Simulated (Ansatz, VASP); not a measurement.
# Ru in VASP and in Ansatz

```
Ru
1.0
     2.61440    0.00000    0.00000
    -1.30720    2.26414    0.00000
     0.00000    0.00000    4.76270
Ru
2
Cartesian
  0.0000 1.5094 1.1907
  1.3072 0.7547 3.5720
```

Alike in both runs: task single point; functional PBEsol; k mesh 18 × 18 × 10; occupations gaussian, width 0.15 eV; no spin polarisation.

|  | VASP | Ansatz |
| --- | --- | --- |
| version | VASP 6.6.1 | Ansatz 0.2.0 |
| potentials or method | VASP PAW PBE potentials, release 64 (Ru_pv) | scalar-relativistic, plane waves, PAW |
| plane-wave cutoff (eV) | 520 | 420 |
| valence electrons in the cell | 28 | 32 |

```csv
,VASP,Ansatz,Ansatz less VASP
gap on the k mesh at the Fermi level (eV),none,none,-
pressure (GPa),-11.2,-11.1,+0.12
largest component of the traceless stress (GPa),37.85,37.91,+0.062
```

A gap of «none» marks a metal or a gap that the smearing closes. The two sets of potentials don't hold the same shells in valence. Ansatz warned: «pseudo_functional_mismatch».

Caveats: the PAW data sets were made with another functional, which shifts forces and pressure a little (VASP).
